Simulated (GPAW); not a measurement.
# MgO (Fm-3m) in GPAW: notebook

One crystal, MgO, is run at these levels: PBE; tasks: single point.

Program: GPAW 26.7.0. These are calculated values, not measurements. Logs are shortened: lines on timing, memory, paths and dates and some standing lists are left out, and cuts for length are marked. The log counts tension as positive stress, the text compression.

**Experimental background.**

From “Electronic structure of alkaline earth and post-transition metal oxides”, 2009, arxiv:0908.1581, for a bulk crystal of MgO: band gap 7.83 eV.

How close the calculation comes is told below.

## 1. The structure

It takes space group Fm-3m (No. 225, cubic). Conventional cell: a = 4.194 Å, b = 4.194 Å, c = 4.194 Å, α = 90.00°, β = 90.00°, γ = 90.00°. Around Mg (site symmetry m-3m) lie 6 O at 2.10 Å. O (site symmetry m-3m) is surrounded by 6 Mg at 2.10 Å.

The cell is a database's computed one.

## 2. Single point, PBE

Input file run.py:

```python
from ase.dft.bandgap import bandgap
from ase.io import write
from ase.spacegroup import crystal
from ase.units import GPa
from gpaw import GPAW, PW

# Mg 4a
# O 4b
atoms = crystal(['Mg', 'O'],
                basis=[[0.0, 0.0, 0.0],
                       [0.5, 0.0, 0.0]],
                spacegroup=225, setting=1,  # Fm-3m
                cellpar=[4.19400279, 4.19400279, 4.19400279, 90.0, 90.0, 90.0],
                primitive_cell=True)

calc = GPAW(mode=PW(800),
            xc='PBE',
            kpts={'size': (3, 3, 3), 'gamma': True},
            occupations={'name': 'fermi-dirac', 'width': 0.05},
            nbands=16,
            convergence={'density': 1e-05, 'energy': 1e-05},
            maxiter=80,
            txt='gpaw.txt')
atoms.calc = calc
energy = atoms.get_potential_energy()
forces = atoms.get_forces()
stress = atoms.get_stress()
calc.write('gs.gpw')
write('result.traj', atoms)
print(f'Energy: {energy:.6f} eV')
print('Forces (eV/A):')
print(forces.round(4))
print('Stress (GPa):', (stress / GPa).round(3))
print('Fermi level:', round(calc.get_fermi_level(), 4), 'eV')
print(f'Gap: {bandgap(calc)[0]:.4f} eV, direct: {bandgap(calc, direct=True)[0]:.4f} eV')
```

Potentials or basis: GPAW PAW data sets (gpaw-data 1.2.1), pw.

On the command line:

```
> OMP_NUM_THREADS=1 python run.py
```

gpaw.txt:

```text
__  _  _
 | _ |_)|_||  |
 |__||  | ||/\| - 26.7.0

Input parameters:
  mode=PW(ecut=800.0),
  convergence={'density': 1e-05, 'energy': 1e-05},
  kpts=MonkhorstPack(size=(3, 3, 3), gamma=True),
  maxiter=80,
  nbands=16,
  occupations=Occupations(name='fermi-dirac', width=0.05),
  xc=XC(name='PBE')

Diagonalizing LCAO Hamiltonian
Converting LCAO to pw mode

              O

       Mg

Atoms  # Å, Bohr magnetons
|   | symbol |        x |        y |        z |    initial magnetic moments |
|---|--------|----------|----------|----------|-----------------------------|
| 0 |     Mg | 0.000000 | 0.000000 | 0.000000 | ( 0.0000,  0.0000,  0.0000) |
| 1 |      O | 2.097001 | 2.097001 | 2.097001 | ( 0.0000,  0.0000,  0.0000) |

Unit cell  # Å
| periodic |        x |        y |        z |  lengths |    angles |
|----------|----------|----------|----------|----------|-----------|
|      yes | 0.000000 | 2.097001 | 2.097001 | 2.965608 | 60.000000 |
|      yes | 2.097001 | 0.000000 | 2.097001 | 2.965608 | 60.000000 |
|      yes | 2.097001 | 2.097001 | 0.000000 | 2.965608 | 60.000000 |

Number of symmetries: 48
Symmetry operations  # r_c * U_cc + t_c -> r_c
|    | kind |            matrix            |
|----|------|------------------------------|
|  0 |  σ   |  1, 0, 0,  1, 0,-1,  1,-1, 0 |
|  1 |  C2  |  1, 0, 0,  1,-1, 0,  1, 0,-1 |
|  2 |  E   |  1, 0, 0,  0, 1, 0,  0, 0, 1 |
|  3 |  σ   |  1, 0, 0,  0, 0, 1,  0, 1, 0 |
|  4 |  C4  |  1, 0,-1,  1, 0, 0,  1,-1, 0 |
|  5 |  S6  |  1, 0,-1,  1,-1, 0,  1, 0, 0 |
|  6 |  σ   |  1, 0,-1,  0, 1,-1,  0, 0,-1 |
|  7 |  C3  |  1, 0,-1,  0, 0,-1,  0, 1,-1 |
|  8 |  S6  |  1,-1, 0,  1, 0, 0,  1, 0,-1 |
|  9 |  C4  |  1,-1, 0,  1, 0,-1,  1, 0, 0 |
| 10 |  C3  |  1,-1, 0,  0,-1, 1,  0,-1, 0 |
| 11 |  σ   |  1,-1, 0,  0,-1, 0,  0,-1, 1 |
| 12 |  σ   |  0, 1, 0,  1, 0, 0,  0, 0, 1 |
| 13 |  C4  |  0, 1, 0,  0, 1,-1, -1, 1, 0 |
| 14 |  C3  |  0, 1, 0,  0, 0, 1,  1, 0, 0 |
| 15 |  S6  |  0, 1, 0, -1, 1, 0,  0, 1,-1 |
| 16 |  C2  |  0, 1,-1,  1, 0,-1,  0, 0,-1 |
| 17 |  σ   |  0, 1,-1,  0, 1, 0, -1, 1, 0 |
| 18 |  S4  |  0, 1,-1,  0, 0,-1,  1, 0,-1 |
| 19 |  C4  |  0, 1,-1, -1, 1, 0,  0, 1, 0 |
| 20 |  C3  |  0, 0, 1,  1, 0, 0,  0, 1, 0 |
| 21 |  σ   |  0, 0, 1,  0, 1, 0,  1, 0, 0 |
| 22 |  S6  |  0, 0, 1,  0,-1, 1, -1, 0, 1 |
| 23 |  C4  |  0, 0, 1, -1, 0, 1,  0,-1, 1 |
| 24 |  S4  |  0, 0,-1,  1, 0,-1,  0, 1,-1 |
| 25 |  C3  |  0, 0,-1,  0, 1,-1,  1, 0,-1 |
| 26 |  C2  |  0, 0,-1,  0,-1, 0, -1, 0, 0 |
| 27 |  S6  |  0, 0,-1, -1, 0, 0,  0,-1, 0 |
| 28 |  S4  |  0,-1, 1,  1,-1, 0,  0,-1, 0 |
| 29 |  C4  |  0,-1, 1,  0, 0, 1, -1, 0, 1 |
| 30 |  C2  |  0,-1, 1,  0,-1, 0,  1,-1, 0 |
| 31 |  σ   |  0,-1, 1, -1, 0, 1,  0, 0, 1 |
| 32 |  C3  |  0,-1, 0,  1,-1, 0,  0,-1, 1 |
| 33 |  S6  |  0,-1, 0,  0, 0,-1, -1, 0, 0 |
| 34 |  S4  |  0,-1, 0,  0,-1, 1,  1,-1, 0 |
| 35 |  C2  |  0,-1, 0, -1, 0, 0,  0, 0,-1 |
| 36 |  C2  | -1, 1, 0,  0, 1, 0,  0, 1,-1 |
| 37 |  S6  | -1, 1, 0,  0, 1,-1,  0, 1, 0 |
| 38 |  S4  | -1, 1, 0, -1, 0, 1, -1, 0, 0 |
| 39 |  C3  | -1, 1, 0, -1, 0, 0, -1, 0, 1 |
| 40 |  S6  | -1, 0, 1,  0, 0, 1,  0,-1, 1 |
| 41 |  C2  | -1, 0, 1,  0,-1, 1,  0, 0, 1 |
| 42 |  C3  | -1, 0, 1, -1, 1, 0, -1, 0, 0 |
| 43 |  S4  | -1, 0, 1, -1, 0, 0, -1, 1, 0 |
| 44 |  C2  | -1, 0, 0,  0, 0,-1,  0,-1, 0 |
| 45 |  i   | -1, 0, 0,  0,-1, 0,  0, 0,-1 |
| 46 |  σ   | -1, 0, 0, -1, 1, 0, -1, 0, 1 |
| 47 |  C2  | -1, 0, 0, -1, 0, 1, -1, 1, 0 |

BZ-sampling:
  Number of BZ points: 27
  Number of IBZ points: 4

  Monkhorst-Pack size: [3, 3, 3]
  Monkhorst-Pack shift: [0, 0, 0]

K-points  # in reciprocal-cell coordinates
|   |                                coordinates |     weight |
|---|--------------------------------------------|------------|
| 0 | (  0.00000000,   0.00000000,   0.00000000) | 0.03703704 |
| 1 | (  0.33333333,   0.33333333,  -0.33333333) | 0.44444444 |
| 2 | (  0.33333333,   0.33333333,   0.00000000) | 0.22222222 |
| 3 | (  0.33333333,   0.33333333,   0.33333333) | 0.29629630 |

Plane wave coefficients: 955
Cutoff: 800.0 eV

Spin-components: 1 (collinear spins)
Bands:           16
Projectors:      10
Spin-degeneracy: 2
Datatype:        complex128

Parallelization:
  kpt:    1
  domain: 1
  band:   1

Density:
  Valence electrons: 16.0
  Components: 1
  Grid points: [20 20 20]
  Charge: 0.0  # |e|

Potential:
  Grid points: [20 20 20]

species:
  Mg:
    name:    Magnesium
    Z:       12.0
    valence: 10
    core:    2
    charge:  0.0  # [|e|]
    compensation charges:
      type: gauss
      rc: 0.33  # [Å]
      lmax: 2
    cutoffs:
      filter: 1.86  # [Å]
      core: 0.54  # [Å]
    projectors
    | kind |    occ | energy [eV] | rcut [Å] |
    |------|--------|-------------|----------|
    |   2s |  2.000 |     -79.840 |    1.090 |
    |   3s |  2.000 |      -4.705 |    1.090 |
    |   2p |  6.000 |     -46.613 |    1.085 |
    |   3p |  0.000 |      -1.330 |    1.085 |
    |    d |        |       0.000 |    1.037 |

    Using partial waves for Mg as LCAO basis

  O:
    name:    Oxygen
    Z:       8.0
    valence: 6
    core:    2
    charge:  0.0  # [|e|]
    compensation charges:
      type: gauss
      rc: 0.21  # [Å]
      lmax: 2
    cutoffs:
      filter: 1.17  # [Å]
      core: 0.83  # [Å]
    projectors
    | kind |    occ | energy [eV] | rcut [Å] |
    |------|--------|-------------|----------|
    |   2s |  2.000 |     -23.961 |    0.688 |
    |   2p |  4.000 |      -9.029 |    0.598 |
    |    s |        |       3.251 |    0.688 |
    |    p |        |      18.182 |    0.598 |
    |    d |        |       0.000 |    0.619 |

    Using partial waves for O as LCAO basis

Reference energy: -7490.497190  # eV

eigensolver:
  PPCG
  Converge bands: occupied
  niter=2

density mixing:
  MSR1-Mixer
  Pratt-step length: 0.05
  Maximum mixing coefficient: 0.75
  Old densities: 10
  SVD Regularization: 0.005
  Good broyden scale: 1.0
  Trust region scale: 1.0
  Backstep threshold: 4.0
  History deletion threshold: 6.0
  Fourier metric: weight=20.0, sigma=0.015

occupation numbers:
  Fermi-Dirac:
    width: 0.0500  # eV

poisson solver:
  ecut: 6400.0  # eV

xc functional:
  name: PBE with 2 nearest neighbor stencil

convergence criteria:
- Maximum integral of absolute [dens]ity change: 1e-05 electrons / valence electron
- Maximum [total energy] change in last 3 cyles: 1e-05 eV / valence electron
- Maximum integral of absolute [eigenst]ate change: 4e-08 eV^2 / valence electron
maximum number of iterations: 80

SCF iterations
|iter     | |      energy | eigst |  dens |
|---------|-|-------------|-------|-------|
|iter:   1| |  -13.480015 | +0.15 |       |
|iter:   2| |  -13.112929 | -2.03 | -0.98 |
|iter:   3| |  -12.090397 | -1.24 | -1.03 |
|iter:   4| |  -12.097682 | -3.14 | -1.57 |
|iter:   5| |  -12.104020 | -3.08 | -1.84 |
|iter:   6| |  -12.104084 | -5.17 | -3.01 |
|iter:   7| |  -12.104102c| -6.14 | -3.39 |
|iter:   8| |  -12.104102c| -7.88c| -4.38 |
|iter:   9| |  -12.104102c| -8.16c| -5.13c|

Converged in 9 steps
Energy contributions relative to reference atoms: (reference = -7490.497190)

Energy contributions:
  Kinetic:          13.335255
  Coulomb:         -11.074556
  Zero:              0.192422
  External:          0.000000
  Xc:              -14.557223
  Entropy:          -0.000000
  Spinorbit:         0.000000
  ----------------------------
  Free energy:     -12.104102
  Extrapolated:    -12.104102

dipole moment: (-6.013979, -6.013979, -6.013979)  # |e|*Ang

Fermi level: 6.139
Eigenvalues  # (at kpt = [0.000, 0.000, 0.000])
| band index |      eig [eV] | occ [0-2] |
|------------|---------------|-----------|
|          0 |       -67.376 |     2.000 |
|          1 |       -34.120 |     2.000 |
|          2 |       -34.120 |     2.000 |
|          3 |       -34.120 |     2.000 |
|          4 |       -12.204 |     2.000 |
|          5 |         5.092 |     2.000 |
[... 8 lines left out ...]
|         14 |        26.682 |     0.000 |
|         15 |        29.627 |     0.000 |

Gap: 4.853 eV
Transition (v -> c):
  (s=0, k=0, n=7, [0.00, 0.00, 0.00]) -> (s=0, k=0, n=8, [0.00, 0.00, 0.00])
No difference between direct/indirect transitions

Forces  # eV/Ang
|       x |        y |        z |
|---------|----------|----------|
| 0.00000 |  0.00000 |  0.00000 |  # Mg   0
| 0.00000 | -0.00000 | -0.00000 |  # O    1

Stress tensor  # eV/Ang^3
|         x |         y |         z |
|-----------|-----------|-----------|
| -0.046539 | -0.000000 |  0.000000 |
| -0.000000 | -0.046539 | -0.000000 |
|  0.000000 | -0.000000 | -0.046539 |

# Writing to gs.gpw (mode='')
```

Run time: 3.2 s. Hardware: 1 thread of Arm Neoverse V1, shared host; peak memory 0.13 GiB.

These settings aren't checked as converged: the numbers below hold their error.

Results:

```yaml
Free_energy: -12.1041 eV
Pressure: 7.5 GPa
Band_gap_on_the_k_mesh: 4.85 eV, direct
```

Caveat: the k mesh is coarse (spacing up to 0.86 Å⁻¹), so the values aren't converged.

## 3. Single point, PBE

Input file run.py:

```python
from ase import Atoms
from ase.dft.bandgap import bandgap
from ase.io import write
from ase.units import GPa
from gpaw import GPAW, PW

atoms = Atoms(['Mg', 'O'],
              cell=[[0.0, 2.0970013927, 2.0970013927],
                    [2.0970013927, 0.0, 2.0970013927],
                    [2.0970013927, 2.0970013927, 0.0]],
              scaled_positions=[[0.0, 0.0, 0.0],
                                [0.5, 0.5, 0.5]],
              pbc=True)

calc = GPAW(mode=PW(500),
            xc='PBE',
            kpts={'size': (9, 9, 9), 'gamma': True},
            occupations={'name': 'fermi-dirac', 'width': 0.05},
            nbands=16,
            convergence={'density': 1e-05, 'energy': 1e-05},
            maxiter=60,
            txt='gpaw.txt')
atoms.calc = calc
energy = atoms.get_potential_energy()
forces = atoms.get_forces()
stress = atoms.get_stress()
calc.write('gs.gpw')
write('result.traj', atoms)
print(f'Energy: {energy:.6f} eV')
print('Forces (eV/A):')
print(forces.round(4))
print('Stress (GPa):', (stress / GPa).round(3))
print('Fermi level:', round(calc.get_fermi_level(), 4), 'eV')
print(f'Gap: {bandgap(calc)[0]:.4f} eV, direct: {bandgap(calc, direct=True)[0]:.4f} eV')
```

Potentials or basis: GPAW PAW data sets (gpaw-data 1.2.1), pw.

On the command line:

```
> OMP_NUM_THREADS=1 python run.py
```

Run time: 6.7 s. Hardware: 1 thread of Arm Neoverse V1, shared host; peak memory 0.13 GiB.

The run converged, but some of its settings lie outside the range that counts as converged, so its numbers aren't taken as properties of the crystal.

Results:

| Quantity | Value |
| --- | --- |
| Free energy | -11.7674 eV |
| Pressure | -11.9 GPa |
| Band gap on the k mesh | 4.84 eV, direct |

Caveat: the cutoff is short for stress and forces, so pressures can be off by a GPa or more.

## 4. Single point, PBE

Input file run.py:

```python
from ase.dft.bandgap import bandgap
from ase.io import read, write
from ase.units import GPa
from gpaw import GPAW, PW

atoms = read('MgO.xyz')

calc = GPAW(mode=PW(600),
            xc='PBE',
            kpts={'size': (9, 9, 9), 'gamma': True},
            occupations={'name': 'fermi-dirac', 'width': 0.05},
            setups={'Mg': '2'},
            nbands=-8,
            maxiter=120,
            txt='gpaw.txt')
atoms.calc = calc
energy = atoms.get_potential_energy()
forces = atoms.get_forces()
stress = atoms.get_stress()
calc.write('gs.gpw')
write('result.traj', atoms)
print(f'Energy: {energy:.6f} eV')
print('Forces (eV/A):')
print(forces.round(4))
print('Stress (GPa):', (stress / GPa).round(3))
print('Fermi level:', round(calc.get_fermi_level(), 4), 'eV')
print(f'Gap: {bandgap(calc)[0]:.4f} eV, direct: {bandgap(calc, direct=True)[0]:.4f} eV')
```

Input file MgO.xyz:

```xyz
2
Lattice="0.0000000000 2.0970013927 2.0970013927 2.0970013927 0.0000000000 2.0970013927 2.0970013927 2.0970013927 0.0000000000" Properties=species:S:1:pos:R:3 pbc="T T T"
Mg     0.0000000000      0.0000000000      0.0000000000
O      2.0970013927      2.0970013927      2.0970013927
```

Potentials or basis: GPAW PAW data sets (gpaw-data 1.2.1), other valence, pw.

On the command line:

```
> OMP_NUM_THREADS=1 python run.py
```

It took 7.6 s on 1 thread of Arm Neoverse V1, shared host; peak memory 0.13 GiB.

The run converged. Its results:

| Quantity | Value |
| --- | --- |
| Free energy | -11.9051 eV |
| Pressure | 3.2 GPa |
| Band gap on the k mesh | 4.81 eV, direct |

Levels at points of the mesh, in eV from the valence-band top:
```
           k point  band 2  band 3  band 4  band 5  band 6  band 7
(0.00, 0.00, 0.00)    0.00    0.00    0.00    4.81   16.50   16.50
```

Caveat: the cutoff is short for stress and forces, so pressures can be off by a GPa or more.

## 5. Single point, PBE

Changes to run.py since step 4:

```diff
@@ -1,3 +1,4 @@
+from ase import Atoms
 from ase.dft.bandgap import bandgap
-from ase.io import read, write
+from ase.io import write
 from ase.units import GPa
@@ -5,3 +6,9 @@
 
-atoms = read('MgO.xyz')
+atoms = Atoms(['Mg', 'O'],
+              cell=[[0.0, 2.0970013927, 2.0970013927],
+                    [2.0970013927, 0.0, 2.0970013927],
+                    [2.0970013927, 2.0970013927, 0.0]],
+              scaled_positions=[[0.0, 0.0, 0.0],
+                                [0.5, 0.5, 0.5]],
+              pbc=True)
 
@@ -11,4 +18,3 @@
             occupations={'name': 'fermi-dirac', 'width': 0.05},
-            setups={'Mg': '2'},
-            nbands=-8,
+            nbands=16,
             maxiter=120,
```

Potentials or basis: GPAW PAW data sets (gpaw-data 1.2.1), pw.

On the command line:

```
> OMP_NUM_THREADS=1 python run.py
```

Run time: 7.5 s. Hardware: 1 thread of Arm Neoverse V2, shared host; peak memory 0.13 GiB.

The run converged. Its results:

```
Free energy            : -12.1112 eV
Pressure               : 1.9 GPa
Band gap on the k mesh : 4.89 eV, direct
```

Levels at points of the mesh, in eV from the valence-band top:
```
           k point  band 6  band 7  band 8  band 9  band 10  band 11
(0.00, 0.00, 0.00)    0.00    0.00    0.00    4.89    15.90    15.90
```

Caveat: the cutoff is short for stress and forces, so pressures can be off by a GPa or more.

## 6. Comparison with measurements

Step 4. Against the measured gap of MgO, 7.83 eV (quoted in “Electronic structure of alkaline earth and post-transition metal oxides”, 2009, arxiv:0908.1581), the calculated 4.81 eV is off by -3.02 eV. The value is that of PBE, without temperature or zero-point motion. Semilocal functionals fall short of measured gaps as a rule. The cell is a database's relaxed one, not the measured one, which moves gaps too.

Step 5. Measured gap of MgO: 7.83 eV (quoted in “Electronic structure of alkaline earth and post-transition metal oxides”, 2009, arxiv:0908.1581). This calculation gives 4.89 eV (-2.94 eV). The value is that of PBE, without temperature or zero-point motion. Semilocal functionals fall short of measured gaps as a rule. The cell is a database's relaxed one, not the measured one, which moves gaps too.
